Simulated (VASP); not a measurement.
# TaC (Fm-3m) in VASP: notebook

One crystal, TaC, is run at these levels: PBE+D3(BJ); tasks: relaxation of cell and atoms, vibrations by finite differences.

All numbers are computed with VASP 6.6.1; they aren't measurements. Logs are shortened: lines on timing, memory, paths and dates and some standing lists are left out, and cuts for length are marked.

**1. Starting point**

It takes space group Fm-3m (No. 225, cubic). Conventional cell: a = 4.446 Å, b = 4.446 Å, c = 4.446 Å, α = 90.00°, β = 90.00°, γ = 90.00°. Around Ta (site symmetry m-3m) lie 6 C at 2.22 Å. Around C (site symmetry m-3m) lie 6 Ta at 2.22 Å.

**2. Relaxation of cell and atoms, PBE+D3(BJ)**

File INCAR:

```
SYSTEM = TaC
PREC = Accurate ; ENCUT = 520
EDIFF = 1E-7 ; ISMEAR = 0
SIGMA = 0.1 ; LREAL = .FALSE.
LASPH = .TRUE. ; NELM = 60
ALGO = Normal ; ISIF = 3
LWAVE = .FALSE. ; LCHARG = .FALSE.
GGA = PE ; IVDW = 12
IBRION = 2 ; NSW = 80
EDIFFG = -0.002
```

File KPOINTS:

```
Automatic mesh
0
G
  16 16 16
  0 0 0
```

File POSCAR:

```
TaC
1.0
    0.0000000000      2.2230000000      2.2230000000
    2.2230000000      0.0000000000      2.2230000000
    2.2230000000      2.2230000000      0.0000000000
Ta C
1 1
Direct
    0.0000000000      0.0000000000      0.0000000000
    0.5000000000      0.5000000000      0.5000000000
```

Potentials or basis: VASP PAW PBE potentials, release 64 (Ta_pv, C).

Started as:

```sh
$ cat potpaw_PBE.64/Ta_pv/POTCAR potpaw_PBE.64/C/POTCAR > POTCAR
$ mpirun -np 1 vasp_std > vasp.out
```

OUTCAR:

```text
SYSTEM = TaC
   PREC = Accurate
   ENCUT = 520
   EDIFF = 1E-7
   ISMEAR = 0
   LREAL = .FALSE.
   LASPH = .TRUE.
   NELM = 60
   ISIF = 3
   GGA = PE
   IVDW = 12
   IBRION = 2
   NSW = 80
   EDIFFG = -0.002
 IVDW          = 12

 ion  position               nearest neighbor table
   1  0.000  0.000  0.000-   2 2.22   2 2.22   2 2.22   2 2.22   2 2.22   2 2.22
   2  0.500  0.500  0.500-   1 2.22   1 2.22   1 2.22   1 2.22   1 2.22   1 2.22

  LATTYP: Found a face centered cubic cell.
 ALAT       =     4.4460000000

  Lattice vectors:

 A1 = (   0.0000000000,   2.2230000000,   2.2230000000)
 A2 = (   2.2230000000,   0.0000000000,   2.2230000000)
 A3 = (   2.2230000000,   2.2230000000,   0.0000000000)

Analysis of symmetry for initial positions (statically):
=====================================================================
 Subroutine PRICEL returns:
 Original cell was already a primitive cell.

 Routine SETGRP: Setting up the symmetry group for a
 face centered cubic supercell.

 Subroutine GETGRP returns: Found 48 space group operations
 (whereof 48 operations were pure point group operations)
 out of a pool of 48 trial point group operations.

The static configuration has the point symmetry O_h .

Analysis of symmetry for dynamics (positions and initial velocities):
=====================================================================
 Subroutine PRICEL returns:
 Original cell was already a primitive cell.

 Routine SETGRP: Setting up the symmetry group for a
 face centered cubic supercell.

 Subroutine GETGRP returns: Found 48 space group operations
 (whereof 48 operations were pure point group operations)
 out of a pool of 48 trial point group operations.

The dynamic configuration has the point symmetry O_h .

 Subroutine INISYM returns: Found 48 space group operations
 (whereof 48 operations are pure point group operations),
 and found     1 'primitive' translations

----------------------------------------------------------------------------------------

                                     Primitive cell

  volume of cell :      21.9709

  direct lattice vectors                    reciprocal lattice vectors
     0.000000000  2.223000000  2.223000000    -0.224921278  0.224921278  0.224921278
     2.223000000  0.000000000  2.223000000     0.224921278 -0.224921278  0.224921278
     2.223000000  2.223000000  0.000000000     0.224921278  0.224921278 -0.224921278

  length of vectors
     3.143796749  3.143796749  3.143796749     0.389575080  0.389575080  0.389575080

  position of ions in fractional coordinates (direct lattice)
     0.000000000  0.000000000  0.000000000
     0.500000000  0.500000000  0.500000000

  ion indices of the primitive-cell ions
   primitive index   ion index
                 1           1
                 2           2

----------------------------------------------------------------------------------------

 KPOINTS: Automatic mesh

Automatic generation of k-mesh.
 Grid dimensions read from file:
 generate k-points for:   16   16   16

 Generating k-lattice:

  Cartesian coordinates                     Fractional coordinates (reciprocal lattice)
    -0.014057580  0.014057580  0.014057580     0.062500000  0.000000000  0.000000000
     0.014057580 -0.014057580  0.014057580     0.000000000  0.062500000  0.000000000
     0.014057580  0.014057580 -0.014057580     0.000000000  0.000000000  0.062500000

  Length of vectors
     0.024348443  0.024348443  0.024348443

  Shift w.r.t. Gamma in fractional coordinates (k-lattice)
     0.000000000  0.000000000  0.000000000

 Subroutine IBZKPT returns following result:
 ===========================================

 Found    145 irreducible k-points:

 Following reciprocal coordinates:
            Coordinates               Weight
  0.000000  0.000000  0.000000      1.000000
  0.062500  0.000000  0.000000      8.000000
  0.125000  0.000000  0.000000      8.000000
  0.187500  0.000000  0.000000      8.000000
  0.250000  0.000000  0.000000      8.000000
  0.312500  0.000000  0.000000      8.000000
[... 16 lines left out ...]
 -0.125000  0.062500  0.000000     24.000000
 -0.062500  0.062500  0.000000     12.000000
 [... further k-points ...]
   k-points           NKPTS =    145   k-points in BZ     NKDIM =    145   number of bands    NBANDS=     11
   number of dos      NEDOS =    301   number of ions     NIONS =      2
   total plane-waves  NPLWV =  13824
   dimension x,y,z NGX =    24 NGY =   24 NGZ =   24
   dimension x,y,z NGXF=    48 NGYF=   48 NGZF=   48
   ions per type =               1   1
   NGX,Y,Z   is equivalent  to a cutoff of  12.69, 12.69, 12.69 a.u.
   NGXF,Y,Z  is equivalent  to a cutoff of  25.38, 25.38, 25.38 a.u.
 SYSTEM =  TaC
   PREC   = accura    normal or accurate (medium, high low for compatibility)
   ISTART =      0    job   : 0-new  1-cont  2-samecut
   ICHARG =      2    charge: 1-file 2-atom 10-const
   ISPIN  =      1    spin polarized calculation?
   LNONCOLLINEAR =      F non collinear calculations
   LSORBIT =      F    spin-orbit coupling
   LASPH  =      T    aspherical Exc in radial PAW
   ENCUT  =  520.0 eV  38.22 Ry    6.18 a.u.   5.85  5.85  5.85*2*pi/ulx,y,z
   NELM   =     60;   NELMIN=  2; NELMDL= -5     # of ELM steps
   EDIFF  = 0.1E-06   stopping-criterion for ELM
   LREAL  =      F    real-space projection
   EDIFFG = -.2E-02   stopping-criterion for IOM
   NSW    =     80    number of steps for IOM
   IBRION =      2    ionic relax: 0-MD 1-quasi-New 2-CG
   NFREE  =      1    steps in history (QN), initial steepest desc. (CG)
   ISIF   =      3    stress and relaxation
   ISYM   =      2    0-nonsym 1-usesym 2-fastsym
   POTIM  = 0.5000    time-step for ionic-motion
   TEBEG  =    0.0;   TEEND  =   0.0 temperature during run
   PSTRESS=    0.0 pullay stress
   NELECT =      15.0000    total number of electrons
   NUPDOWN=      -1.0000    fix difference up-down
   EMIN   =  10.00;   EMAX   =-10.00  energy-range for DOS
   EFERMI =   0.00;   METHOD = LEGACY
   ISMEAR =     0;   SIGMA  =   0.10  broadening in eV -4-tet -1-fermi 0-gaus
   EFERMI_NEDOS =   21; number of points for ismear=-14 and -15
   IALGO  =     38    algorithm
   IMIX   =      4    mixing-type and parameters
     AMIX     =   0.40;   BMIX     =  1.00
     AMIX_MAG =   1.60;   BMIX_MAG =  1.00
  volume/ion in A,a.u.               =      10.99        74.13
  Fermi-wavevector in a.u.,A,eV,Ry     =   1.441526  2.724089 28.272865  2.077997
  Thomas-Fermi vector in A             =   2.560148
   LORBIT       =      0    0 simple, 1 ext, 2 COOP (PROOUT), +10 PAW based schemes
   GGA     = PE    functional components
   LHFCALC =     F    Hartree Fock is set to
   AEXX    =    0.0000 exact exchange contribution
   IVDW    =    12    specifies the selected vdW correction
   LEPSILON=     F    determine dielectric tensor
   LRPA    =     F    only Hartree local field effects (RPA)
 conjugate gradient relaxation of ions
 non-spin polarized calculation
 Gauss-broadening in eV      SIGMA  =   0.10
  energy-cutoff  :      520.00
  volume of cell :       21.97
 maximum number of plane-waves:       609
   NGX = 11   NGY = 11   NGZ = 11

--------------------------------------- Ionic step        1  -------------------------------------------

 number of electron      15.0000001 magnetization

 Free energy of the ion-electron system (eV)
  ---------------------------------------------------
  ext. energy  EPLUGINS =         0.00000000
  ---------------------------------------------------
  free energy    TOTEN  =       -22.19621381 eV

  energy without entropy =      -22.19460061  energy(sigma->0) =      -22.19540721

------------------------ aborting loop because EDIFF is reached ----------------------------------------

 Edisp (eV)   -0.92563

 E8    (eV) :    -0.4346

  FORCE on cell =-STRESS in cart. coord.  units (eV):
  Direction    XX          YY          ZZ          XY          YZ          ZX
  --------------------------------------------------------------------------------------
  -------------------------------------------------------------------------------------
  Total       0.05139     0.05139     0.05139     0.00000     0.00000     0.00000
  in kB       3.74742     3.74742     3.74742     0.00000     0.00000     0.00000
  external pressure =        3.75 kB  Pullay stress =        0.00 kB
[... 61 lines left out ...]
  energy  without entropy=      -23.1200808451  energy(sigma->0) =      -23.12089094

--------------------------------------- Ionic step        3  -------------------------------------------

 number of electron      15.0000001 magnetization

 Free energy of the ion-electron system (eV)
  ---------------------------------------------------
  ext. energy  EPLUGINS =         0.00000000
  ---------------------------------------------------
  free energy    TOTEN  =       -22.19725167 eV

  energy without entropy =      -22.19563651  energy(sigma->0) =      -22.19644409

 E-fermi :   8.4260     XC(G=0): -13.2302

 val. band max:        8.4002124962   @ k =   0.4375   0.1875   0.0625
 cond. band min:       8.4476784304   @ k =   0.1250   0.0625   0.0000
 fundamental gap:      0.0474659342
 Fermi energy:         8.4259616116

 k-point     1 :       0.0000    0.0000    0.0000
  band No.  band energies     occupation
      1     -26.6074      2.00000
      2     -26.6074      2.00000
      3     -26.6074      2.00000
      4      -6.4065      2.00000
      5       7.1051      2.00000
      6       7.1051      2.00000
      7       7.1051      2.00000
      8       7.9661      2.00000
      9       7.9661      2.00000
     10       7.9661      2.00000
     11       9.1079      0.00000
[... 309 lines left out ...]
 k-point    24 :      -0.0625    0.0625    0.0000
  band No.  band energies     occupation
      1     -26.6775      2.00000
      2     -26.6271      2.00000
      3     -26.6097      2.00000
      4      -6.1131      2.00000
      5       5.9822      2.00000
      6       6.1730      2.00000
      7       6.3035      2.00000
      8       7.2749      2.00000
      9       8.1842      1.99937
     10       8.7679      0.00000
     11      10.0866      0.00000

 [... further k-points ...]

------------------------ aborting loop because EDIFF is reached ----------------------------------------

 Edisp (eV)   -0.92461

 E8    (eV) :    -0.4341

  FORCE on cell =-STRESS in cart. coord.  units (eV):
  Direction    XX          YY          ZZ          XY          YZ          ZX
  --------------------------------------------------------------------------------------
  -------------------------------------------------------------------------------------
  Total       0.00219     0.00219     0.00219    -0.00000     0.00000     0.00000
  in kB       0.15953     0.15953     0.15953    -0.00000     0.00000     0.00000
  external pressure =        0.16 kB  Pullay stress =        0.00 kB
[... 17 lines left out ...]
  FREE ENERGIE OF THE ION-ELECTRON SYSTEM (eV)
  ---------------------------------------------------
  free  energy   TOTEN  =       -23.1218665582 eV

  energy  without entropy=      -23.1202513995  energy(sigma->0) =      -23.12105898

 reached required accuracy - stopping structural energy minimisation
```

Run time: 20 s. Hardware: 1 thread of Intel Xeon 6975P-C (Granite Rapids), shared host; peak memory 0.18 GiB.

What came out:

```
Free energy                            : -23.1219 eV
Relaxed volume                         : 11.00 Å³/atom
Relaxed cell                           : a = 3.145 Å, b = 3.145 Å, c = 3.145 Å, α = 60.00°, β = 60.00°, γ = 60.00°
Space group after relaxing (to 0.05 Å) : Fm-3m (No. 225)
Energy gained by relaxing              : 0.0 meV/atom
Ionic steps                            : 3
Pressure after relaxing                : 0.0 GPa
Band gap on the k mesh                 : none (metal or under the smearing width)
Dispersion energy per atom             : -0.462 eV
```

Final structure:
```
Ta C
1.0
     0.00000    2.22378    2.22378
     2.22378    0.00000    2.22378
     2.22378    2.22378    0.00000
Ta C
1 1
Cartesian
  0.0000 0.0000 0.0000
  2.2238 2.2238 2.2238
```

Levels at points of the mesh, in eV from the Fermi level:
| k point | band 5 | band 6 | band 7 | band 8 | band 9 | band 10 | band 11 |
| --- | --- | --- | --- | --- | --- | --- | --- |
| (0.00, 0.00, 0.00) | -1.32 | -1.32 | -1.32 | -0.46 | -0.46 | -0.46 | 0.68 |
| (0.50, 0.00, 0.00) | -8.75 | -5.49 | -5.49 | 2.77 | 2.77 | 3.76 | 5.44 |
| (0.50, 0.50, 0.00) | -4.60 | -4.56 | -1.75 | -1.75 | 2.66 | 4.15 | 4.15 |

Caveat: pairwise dispersion overbinds metals, which lowers pressure and volume.

[end of part 1 of 2]
